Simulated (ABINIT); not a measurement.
Write the native input for ABINIT 10.8.3 (patched build) that does the following.

```yaml
Task: equation of state
Functional: SOGGA
Potentials_or_basis: JTH PAW PBE v2.0
Cutoff: 544 eV
k_mesh: 10 × 10 × 10
Occupations: fermi-dirac, width 0.05 eV
Spin: no spin polarisation
Fine-grid_cutoff: 1088.46 eV
Exchange_and_correlation_inside_the_PAW_spheres: full angular mesh (pawxcdev 0, this build's default; the released program takes 1)
```

The system is HfC.

```
Hf C
1.0
     0.00000    2.32500    2.32500
     2.32500    0.00000    2.32500
     2.32500    2.32500    0.00000
Hf C
1 1
Direct
  0.50000 0.50000 0.50000
  0.00000 0.00000 0.00000
```

One way to write it, as run:

run.abi

```
# Datasets: one volume each
ndtset 7
getwfk -1
scalecart1 3*0.9795861087
scalecart2 3*0.9864848297
scalecart3 3*0.9932883884
scalecart4 3*1.0000000000
scalecart5 3*1.0066227096
scalecart6 3*1.0131594038
scalecart7 3*1.0196128224

# Pseudopotentials
pp_dirpath "./"
pseudos "Hf.GGA_PBE-JTH.xml, C.GGA_PBE-JTH.xml"

# Structure
acell 6.2135074315 6.2135074315 6.2135074315
rprim
     0.0000000000     0.7071067812     0.7071067812
     0.7071067812     0.0000000000     0.7071067812
     0.7071067812     0.7071067812     0.0000000000
ntypat 2
znucl 72 6
natom 2
typat 1 2
xred
     0.5000000000     0.5000000000     0.5000000000
     0.0000000000     0.0000000000     0.0000000000

# Plane-wave basis
ecut 20.0
pawecutdg 40.0

# k points
kptopt 1
ngkpt 10 10 10
nshiftk 1
shiftk 0.0 0.0 0.0

# Exchange and correlation
ixc -150130

# Bands and occupations
nband 12
occopt 3
tsmear 0.05 eV

# SCF cycle
nstep 100
tolvrs 1.0e-9

# Output
iomode 3
prtwf 1
prtden 0
prteig 0
prtebands 0
enunit 2
```

Potentials or basis: JTH PAW PBE v2.0.

Run with:

```bash
$ abinit run.abi > log 2>&1
```

It gave:

```
Equilibrium volume                      : 12.18 Å³/atom
Bulk modulus                            : 257 GPa
Pressure derivative of the bulk modulus : 3.8
```

Caveat: pressures at fixed basis lie under the slope of the energies; the PAW data sets were made with another functional, which shifts forces and pressure a little.

Run time: 87 s on 1 thread of Arm Neoverse V2, on a shared host, peak memory 0.15 GiB.
